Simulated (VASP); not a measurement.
Crystal: Se.

```
Se
1.0
     4.36620    0.00000    0.00000
    -2.18310    3.78124    0.00000
     0.00000    0.00000    4.95360
Se
3
Direct
  0.22540 0.00000 0.33333
  0.00000 0.22540 0.66667
  0.77460 0.77460 0.00000
```

| Property | Result |
| --- | --- |
| Program | VASP 6.6.1 |
| Task | relaxation of cell and atoms |
| Functional | PBE |
| Dispersion | D3(BJ) |
| Potentials or basis | VASP PAW PBE potentials, release 64 (Se) |
| Cutoff | 600 eV |
| k mesh | 9 × 9 × 6 |
| Occupations | gaussian, width 0.03 eV |
| Spin | no spin polarisation |

At the start: pressure 0.9 GPa; volume 27.26 Å³/atom.

How do energy, volume and symmetry change on relaxing?

Over 15 steps the energy falls by 25.4 meV/atom and the volume is 24.48 Å³/atom (-10.2 %); space group P3_121 (No. 152, to 0.05 Å).

Step by step:
| step | energy change (eV) | largest force (eV/Å) | pressure (GPa) | volume (Å³) |
| --- | --- | --- | --- | --- |
| 1 | 0.0000 | 0.4482 | 0.86 | 81.78 |
| 2 | -0.0111 | 0.0980 | -1.80 | 83.51 |
| 3 | -0.0154 | 0.0793 | -0.92 | 82.90 |
| 4 | -0.0280 | 0.0821 | -0.82 | 81.61 |
| 5 | -0.0585 | 0.1045 | -0.28 | 77.77 |
| 6 | -0.0600 | 0.1864 | 2.15 | 70.28 |
| 7 | -0.0717 | 0.1570 | 0.73 | 74.05 |
| 8 | -0.0747 | 0.0748 | -0.61 | 73.96 |
| 9 | -0.0759 | 0.0015 | -0.16 | 74.00 |
| 10 | -0.0759 | 0.0011 | -0.18 | 74.00 |
| 11 | -0.0761 | 0.0056 | -0.10 | 73.67 |
| 12 | -0.0761 | 0.0093 | -0.03 | 73.35 |
| 13 | -0.0761 | 0.0071 | -0.06 | 73.48 |
| 14 | -0.0761 | 0.0100 | 0.06 | 73.43 |
| 15 | -0.0762 | 0.0026 | 0.01 | 73.45 |

Final structure:
```xyz
3
Lattice="4.0647 0.0000 0.0000 -2.0323 3.5201 0.0000 0.0000 0.0000 5.1337" Properties=species:S:1:pos:R:3 pbc="T T T"
Se    1.0070    0.0000    1.7112
Se   -0.5035    0.8721    3.4225
Se    1.5288    2.6480    0.0000
```

Caveat: the volume moved by -10 % from the deposited cell, more than functionals usually miss.
